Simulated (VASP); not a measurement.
## SnO in VASP 6.6.1, single-point calculation

INCAR

```
NSW = 0
ISIF = 2
IBRION = -1
PREC = Accurate
METAGGA = SCAN
LASPH = .TRUE.
ENCUT = 520
ISMEAR = -1
LWAVE = .FALSE.
LCHARG = .FALSE.
EDIFF = 1E-7
NELM = 120
SIGMA = 0.02
LREAL = .FALSE.
NBANDS = 17
NELECT = 19.98
```

KPOINTS

```
KPOINTS created by Atomic Simulation Environment
0
Gamma
8 8 8
0 0 0
```

POSCAR

```
Sn O
 1.0000000000000000
     0.0000000000000000    2.7082147309000000    2.7082147309000000
     2.8436254673999999    0.0000000000000000    2.7082147309000000
     2.8436254673999999    2.7082147309000000    0.0000000000000000
 Sn  O
   1   1
Cartesian
  0.0000000000000000  0.0000000000000000  0.0000000000000000
  1.4218127336999999  1.3541073654500000  1.3541073654500000
```

The recommended PBE PAW datasets give the neutral cell 20 valence electrons.

Command

```
mpirun -np 1 vasp_std
```

**Question.** How does this run end, and what does it give?

**Answer.** It converged. Results: pressure -3.9 GPa.

OSZICAR

```
N       E                     dE             d eps       ncg     rms          rms(c)
DAV:   1     0.120444004060E+03    0.12044E+03   -0.99122E+03  2051   0.154E+03
DAV:   2    -0.337778176916E+02   -0.15422E+03   -0.14745E+03  2222   0.393E+02
DAV:   3    -0.498251583025E+02   -0.16047E+02   -0.15954E+02  2352   0.114E+02
DAV:   4    -0.501957391473E+02   -0.37058E+00   -0.37031E+00  2466   0.189E+01
DAV:   5    -0.502062598866E+02   -0.10521E-01   -0.10520E-01  2690   0.305E+00    0.786E+00
DAV:   6    -0.435386331285E+02    0.66676E+01   -0.90533E+00  3021   0.444E+01    0.331E+00
DAV:   7    -0.436616438324E+02   -0.12301E+00   -0.10943E+00  2098   0.671E+00    0.142E+00
DAV:   8    -0.436386276839E+02    0.23016E-01   -0.20849E-01  2153   0.482E+00    0.655E-01
DAV:   9    -0.436337635116E+02    0.48642E-02   -0.10707E-02  2684   0.138E+00    0.264E-01
DAV:  10    -0.436339181688E+02   -0.15466E-03   -0.73844E-04  2299   0.331E-01    0.133E-01
DAV:  11    -0.436339708665E+02   -0.52698E-04   -0.37490E-04  2101   0.219E-01    0.180E-02
DAV:  12    -0.436338515535E+02    0.11931E-03   -0.67422E-05  2446   0.694E-02    0.863E-03
DAV:  13    -0.436338377556E+02    0.13798E-04   -0.88039E-06  2766   0.252E-02    0.244E-03
DAV:  14    -0.436338403194E+02   -0.25638E-05   -0.62436E-07  2434   0.105E-02    0.133E-03
DAV:  15    -0.436338416408E+02   -0.13214E-05   -0.54327E-08  1223   0.238E-03    0.312E-04
DAV:  16    -0.436338433597E+02   -0.17189E-05   -0.11703E-08  1143   0.133E-03    0.853E-05
DAV:  17    -0.436338440063E+02   -0.64661E-06   -0.46483E-09  1098   0.110E-03    0.522E-05
DAV:  18    -0.436338437587E+02    0.24760E-06   -0.14990E-09  1082   0.536E-04    0.322E-05
DAV:  19    -0.436338434968E+02    0.26187E-06   -0.56659E-10  1071   0.263E-04    0.190E-05
DAV:  20    -0.436338433490E+02    0.14785E-06   -0.28434E-10  1052   0.263E-04    0.143E-05
DAV:  21    -0.436338433242E+02    0.24832E-07   -0.11309E-10  1066   0.144E-04
   1 F= -.43633843E+02 E0= -.43633643E+02  d E =-.400457E-03
```

The cell is charged and sits in a uniform background.

For comparison, a separate PBE run of the intended cell, on usual settings and not on those above, gives a gap of -0.27 eV on its mesh and a pressure of -0.8 GPa.
